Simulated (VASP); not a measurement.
# Mg7Te8 (a cell with a defect) in VASP: notebook

One crystal, Mg7Te8 (a cell with a defect), is run at these levels: PBEsol; tasks: single point.

Program: VASP 6.6.1. These are calculated values, not measurements. Logs are shortened: lines on timing, memory, paths and dates and some standing lists are left out, and cuts for length are marked.

### Step 1. The crystal as given

The cell holds a defect, 15 atoms: a = 8.352 Å, b = 8.352 Å, c = 8.352 Å, α = 60.00°, β = 60.00°, γ = 60.00°.

### Step 2. Single point, PBEsol

INCAR reads:

```
SYSTEM = Mg7Te8
  ALGO = Fast
  EDIFF = 1E-7
  ENCUT = 520
  GGA = PS
  ISIF = 2
  ISMEAR = 0
  LASPH = .True.
  LCHARG = .True.
  LELF = .True.
  LREAL = Auto
  LVHAR = .True.
  LWAVE = .False.
  NBANDS = 44
  NELM = 100
  PREC = Accurate
  SIGMA = 0.05
```

KPOINTS reads:

```
k-points
0
Gamma
  4 4 4
  0 0 0
```

POSCAR reads:

```
Mg7Te8
1.0
    0.0000000000      5.9058590461     -5.9058590461
    5.9058590461      5.9058590461      0.0000000000
    5.9058590461      0.0000000000     -5.9058590461
Mg Te
7 8
Direct
    0.0000000000      0.5000000808      0.0000000000
    0.5000000808      0.0000000000      0.0000000000
    0.4999999961      0.4999999961      0.0000000847
    0.0000000000      0.0000000000      0.5000000808
    0.0000000847      0.4999999961      0.4999999961
    0.4999999961      0.0000000847      0.4999999961
    0.4999999961      0.4999999961      0.4999999961
    0.2486808419      0.7513191502      0.2486808419
    0.2500000404      0.2500000404      0.2500000404
    0.7513191502      0.7513191502      0.2486808419
    0.7513191502      0.2486808419      0.2486808419
    0.2486808419      0.7513191502      0.7513191502
    0.2486808419      0.2486808419      0.7513191502
    0.7500000365      0.7500000365      0.7500000365
    0.7513191502      0.2486808419      0.7513191502
```

Potentials or basis: VASP PAW PBE potentials, release 64 (Mg, Te).

The run is started by

```sh
cat potpaw_PBE.64/Mg/POTCAR potpaw_PBE.64/Te/POTCAR > POTCAR
mpirun -np 1 vasp_std > vasp.out
```

OUTCAR:

```text
SYSTEM = Mg7Te8
   EDIFF = 1E-7
   ENCUT = 520
   GGA = PS
   ISIF = 2
   ISMEAR = 0
   LASPH = .True.
   LREAL = Auto
   NELM = 100
   PREC = Accurate

 ion  position               nearest neighbor table
   1  0.000  0.500  0.000-  14 2.95   9 2.95  12 2.95  10 2.95  13 2.95  11 2.95
   2  0.500  0.000  0.000-  14 2.95   9 2.95  10 2.95  15 2.95   8 2.95  13 2.95
   3  0.500  0.500  0.000-   9 2.95  14 2.95  11 2.95   8 2.95  12 2.95  15 2.95
   4  0.000  0.000  0.500-  14 2.95   9 2.95  12 2.95  15 2.95  11 2.95   8 2.95
   5  0.000  0.500  0.500-   9 2.95  14 2.95  13 2.95   8 2.95  10 2.95  15 2.95
   6  0.500  0.000  0.500-   9 2.95  14 2.95  13 2.95  11 2.95  10 2.95  12 2.95
   7  0.500  0.500  0.500-  10 2.97  12 2.97  15 2.97   8 2.97  13 2.97  11 2.97
   8  0.249  0.751  0.249-   3 2.95   5 2.95   4 2.95   2 2.95   7 2.97
   9  0.250  0.250  0.250-   3 2.95   5 2.95   6 2.95   4 2.95   2 2.95   1 2.95
  10  0.751  0.751  0.249-   1 2.95   2 2.95   5 2.95   6 2.95   7 2.97
  11  0.751  0.249  0.249-   3 2.95   6 2.95   4 2.95   1 2.95   7 2.97
  12  0.249  0.751  0.751-   1 2.95   4 2.95   3 2.95   6 2.95   7 2.97
  13  0.249  0.249  0.751-   5 2.95   6 2.95   1 2.95   2 2.95   7 2.97
  14  0.750  0.750  0.750-   1 2.95   2 2.95   4 2.95   3 2.95   5 2.95   6 2.95
  15  0.751  0.249  0.751-   2 2.95   4 2.95   3 2.95   5 2.95   7 2.97

  LATTYP: Found a face centered cubic cell.
 ALAT       =    11.8117180922

  Lattice vectors:

 A1 = (   0.0000000000,   5.9058590461,  -5.9058590461)
 A2 = (   5.9058590461,   5.9058590461,   0.0000000000)
 A3 = (   5.9058590461,   0.0000000000,  -5.9058590461)

Analysis of symmetry for initial positions (statically):
=====================================================================
 Subroutine PRICEL returns:
 Original cell was already a primitive cell.

 Routine SETGRP: Setting up the symmetry group for a
 face centered cubic supercell.

 Subroutine GETGRP returns: Found 48 space group operations
 (whereof 48 operations were pure point group operations)
 out of a pool of 48 trial point group operations.

The static configuration has the point symmetry O_h .

Analysis of symmetry for dynamics (positions and initial velocities):
=====================================================================
 Subroutine PRICEL returns:
 Original cell was already a primitive cell.

 Routine SETGRP: Setting up the symmetry group for a
 face centered cubic supercell.

 Subroutine GETGRP returns: Found 48 space group operations
 (whereof 48 operations were pure point group operations)
 out of a pool of 48 trial point group operations.

The dynamic configuration has the point symmetry O_h .

 Subroutine INISYM returns: Found 48 space group operations
 (whereof 48 operations are pure point group operations),
 and found     1 'primitive' translations

----------------------------------------------------------------------------------------

                                     Primitive cell

  volume of cell :     411.9829

  direct lattice vectors                    reciprocal lattice vectors
     0.000000000  5.905859046 -5.905859046    -0.084661689  0.084661689 -0.084661689
     5.905859046  5.905859046  0.000000000     0.084661689  0.084661689  0.084661689
     5.905859046  0.000000000 -5.905859046     0.084661689 -0.084661689 -0.084661689

  length of vectors
     8.352145960  8.352145960  8.352145960     0.146638346  0.146638346  0.146638346

  position of ions in fractional coordinates (direct lattice)
     0.000000000  0.500000081  0.000000000
     0.500000081  0.000000000  0.000000000
     0.499999996  0.499999996  0.000000085
     0.000000000  0.000000000  0.500000081
     0.000000085  0.499999996  0.499999996
     0.499999996  0.000000085  0.499999996
     0.499999996  0.499999996  0.499999996
     0.248680842  0.751319150  0.248680842
     0.250000040  0.250000040  0.250000040
     0.751319150  0.751319150  0.248680842
     0.751319150  0.248680842  0.248680842
[... 31 lines left out ...]
 Generating k-lattice:

  Cartesian coordinates                     Fractional coordinates (reciprocal lattice)
    -0.021165422  0.021165422 -0.021165422     0.250000000  0.000000000  0.000000000
     0.021165422  0.021165422  0.021165422     0.000000000  0.250000000  0.000000000
     0.021165422 -0.021165422 -0.021165422     0.000000000  0.000000000  0.250000000

  Length of vectors
     0.036659587  0.036659587  0.036659587

  Shift w.r.t. Gamma in fractional coordinates (k-lattice)
     0.000000000  0.000000000  0.000000000

 Subroutine IBZKPT returns following result:
 ===========================================

 Found      8 irreducible k-points:

 Following reciprocal coordinates:
            Coordinates               Weight
  0.000000  0.000000  0.000000      1.000000
  0.250000  0.000000  0.000000      8.000000
  0.500000  0.000000  0.000000      4.000000
  0.250000  0.250000  0.000000      6.000000
  0.500000  0.250000  0.000000     24.000000
 -0.250000  0.250000  0.000000     12.000000
  0.500000  0.500000  0.000000      3.000000
 -0.250000  0.500000  0.250000      6.000000
   k-points           NKPTS =      8   k-points in BZ     NKDIM =      8   number of bands    NBANDS=     44
   number of dos      NEDOS =    301   number of ions     NIONS =     15
   total plane-waves  NPLWV = 262144
   dimension x,y,z NGX =    64 NGY =   64 NGZ =   64
   dimension x,y,z NGXF=   128 NGYF=  128 NGZF=  128
   ions per type =               7   8
   NGX,Y,Z   is equivalent  to a cutoff of  12.74, 12.74, 12.74 a.u.
   NGXF,Y,Z  is equivalent  to a cutoff of  25.48, 25.48, 25.48 a.u.
 SYSTEM =  Mg7Te8
   PREC   = accura    normal or accurate (medium, high low for compatibility)
   ISTART =      0    job   : 0-new  1-cont  2-samecut
   ICHARG =      2    charge: 1-file 2-atom 10-const
   ISPIN  =      1    spin polarized calculation?
   LNONCOLLINEAR =      F non collinear calculations
   LSORBIT =      F    spin-orbit coupling
   LASPH  =      T    aspherical Exc in radial PAW
   ENCUT  =  520.0 eV  38.22 Ry    6.18 a.u.  15.53 15.53 15.53*2*pi/ulx,y,z
   NELM   =    100;   NELMIN=  2; NELMDL= -5     # of ELM steps
   EDIFF  = 0.1E-06   stopping-criterion for ELM
   LREAL  =      T    real-space projection
   EDIFFG = 0.1E-05   stopping-criterion for IOM
   NSW    =      0    number of steps for IOM
   IBRION =     -1    ionic relax: 0-MD 1-quasi-New 2-CG
   NFREE  =      0    steps in history (QN), initial steepest desc. (CG)
   ISIF   =      2    stress and relaxation
   ISYM   =      2    0-nonsym 1-usesym 2-fastsym
   POTIM  = 0.5000    time-step for ionic-motion
   TEBEG  =    0.0;   TEEND  =   0.0 temperature during run
   PSTRESS=    0.0 pullay stress
   NELECT =      62.0000    total number of electrons
   NUPDOWN=      -1.0000    fix difference up-down
   EMIN   =  10.00;   EMAX   =-10.00  energy-range for DOS
   EFERMI =   0.00;   METHOD = LEGACY
   ISMEAR =     0;   SIGMA  =   0.05  broadening in eV -4-tet -1-fermi 0-gaus
   EFERMI_NEDOS =   21; number of points for ismear=-14 and -15
   IALGO  =     68    algorithm
   IMIX   =      4    mixing-type and parameters
     AMIX     =   0.40;   BMIX     =  1.00
     AMIX_MAG =   1.60;   BMIX_MAG =  1.00
  volume/ion in A,a.u.               =      27.47       185.35
  Fermi-wavevector in a.u.,A,eV,Ry     =   0.870788  1.645550 10.316908  0.758271
  Thomas-Fermi vector in A             =   1.989803
   LORBIT       =      0    0 simple, 1 ext, 2 COOP (PROOUT), +10 PAW based schemes
   GGA     = PS    functional components
   LHFCALC =     F    Hartree Fock is set to
   AEXX    =    0.0000 exact exchange contribution
   IVDW    =     0    specifies the selected vdW correction
   LEPSILON=     F    determine dielectric tensor
   LRPA    =     F    only Hartree local field effects (RPA)
 non-spin polarized calculation
 RMM-DIIS sequential band-by-band and
 Gauss-broadening in eV      SIGMA  =   0.05
  energy-cutoff  :      520.00
  volume of cell :      411.98
 maximum number of plane-waves:     11138
 NGX is ok and might be reduce to    64
   NGX = 31   NGY = 31   NGZ = 31

 number of electron      61.9999998 magnetization

 Free energy of the ion-electron system (eV)
  ---------------------------------------------------
  ext. energy  EPLUGINS =         0.00000000
  ---------------------------------------------------
  free energy    TOTEN  =       -50.59330885 eV

  energy without entropy =      -50.57858185  energy(sigma->0) =      -50.58594535

 E-fermi :   4.1627     XC(G=0):  -9.0887

 val. band max:        4.1617537546   @ k =   0.5000   0.5000   0.0000
 cond. band min:       4.1956466190   @ k =   0.5000   0.2500   0.0000
 fundamental gap:      0.0338928644
 Fermi energy:         4.1626585096

 k-point     1 :       0.0000    0.0000    0.0000
  band No.  band energies     occupation
      1      -7.2481      2.00000
      2      -6.3026      2.00000
      3      -6.0236      2.00000
      4      -6.0236      2.00000
      5      -6.0236      2.00000
      6      -5.8311      2.00000
[... 357 lines left out ...]
     42       9.1596      0.00000
     43       9.2899      0.00000
 [bands above 43 left out]

------------------------ aborting loop because EDIFF is reached ----------------------------------------

  FORCE on cell =-STRESS in cart. coord.  units (eV):
  Direction    XX          YY          ZZ          XY          YZ          ZX
  --------------------------------------------------------------------------------------
  -------------------------------------------------------------------------------------
  Total       -3.0875113     -3.0875113     -3.0875113     -0.0000000     -0.0000000      0.0000000
  in kB      -12.0071492    -12.0071492    -12.0071492     -0.0000000     -0.0000000      0.0000000
  external PRESSURE =     -12.0071492 kB  Pullay stress =       0.0000000 kB

 VOLUME and BASIS-vectors are now :
 -----------------------------------------------------------------------------
  energy-cutoff  :      520.00
  volume of cell :      411.98
      direct lattice vectors                 reciprocal lattice vectors
     0.000000000  5.905859046 -5.905859046    -0.084661689  0.084661689 -0.084661689
     5.905859046  5.905859046  0.000000000     0.084661689  0.084661689  0.084661689
     5.905859046  0.000000000 -5.905859046     0.084661689 -0.084661689 -0.084661689

 POSITION                                       TOTAL-FORCE (eV/Angst)
 -----------------------------------------------------------------------------------
      2.95293      2.95293      0.00000         0.000000      0.000000      0.000000
      0.00000      2.95293     -2.95293         0.000000      0.000000      0.000000
      2.95293      5.90586     -2.95293         0.000000      0.000000      0.000000
      2.95293      0.00000     -2.95293         0.000000      0.000000      0.000000
      5.90586      2.95293     -2.95293         0.000000      0.000000      0.000000
      2.95293      2.95293     -5.90586         0.000000      0.000000      0.000000
      5.90586      5.90586     -5.90586         0.000000      0.000000      0.000000
      5.90586      5.90586     -2.93735         0.000000      0.000000     -0.005764
      2.95293      2.95293     -2.95293         0.000000      0.000000      0.000000
      5.90586      8.87437     -5.90586         0.000000     -0.005764      0.000000
      2.93735      5.90586     -5.90586         0.005764      0.000000      0.000000
      8.87437      5.90586     -5.90586        -0.005764      0.000000      0.000000
      5.90586      2.93735     -5.90586         0.000000      0.005764      0.000000
      8.85879      8.85879     -8.85879         0.000000      0.000000      0.000000
      5.90586      5.90586     -8.87437         0.000000      0.000000      0.005764
 -----------------------------------------------------------------------------------
    total drift:                               -0.000172     -0.000172      0.000172

  FREE ENERGIE OF THE ION-ELECTRON SYSTEM (eV)
  ---------------------------------------------------
  free  energy   TOTEN  =       -50.5933088509 eV

  energy  without entropy=      -50.5785818495  energy(sigma->0) =      -50.58594535
```

It took 3.2 min on 1 thread of Intel Xeon 6975P-C (Granite Rapids), shared host; peak memory 0.6 GiB.

What came out:

```yaml
Free_energy: -50.5933 eV
Pressure: -1.2 GPa
Largest_force: 0.006 eV/Å
Band_gap_on_the_k_mesh: none (metal or under the smearing width)
```

Forces on the atoms (eV/Å):
```
Mg   0.000  0.000  0.000
Mg   0.000  0.000  0.000
Mg   0.000  0.000  0.000
Mg   0.000  0.000  0.000
Mg   0.000  0.000  0.000
Mg   0.000  0.000  0.000
Mg   0.000  0.000  0.000
Te   0.000  0.000 -0.006
Te   0.000  0.000  0.000
Te   0.000 -0.006  0.000
Te   0.006  0.000  0.000
Te  -0.006  0.000  0.000
Te   0.000  0.006  0.000
Te   0.000  0.000  0.000
Te   0.000  0.000  0.006
```

Levels at points of the mesh, in eV from the Fermi level:
| k point | band 29 | band 30 | band 31 | band 32 | band 33 | band 34 |
| --- | --- | --- | --- | --- | --- | --- |
| (0.00, 0.00, 0.00) | 0.08 | 0.24 | 0.24 | 0.24 | 0.52 | 0.52 |
| (0.50, 0.00, 0.00) | -0.05 | -0.05 | 0.00 | 0.00 | 2.22 | 2.22 |
| (0.50, 0.50, 0.00) | -0.51 | -0.49 | -0.49 | 0.00 | 2.90 | 2.92 |

Caveat: the PAW data sets were made with another functional, which shifts forces and pressure a little. The run has no spin-orbit coupling, so splittings on Te are missing.

[end of part 1 of 3]
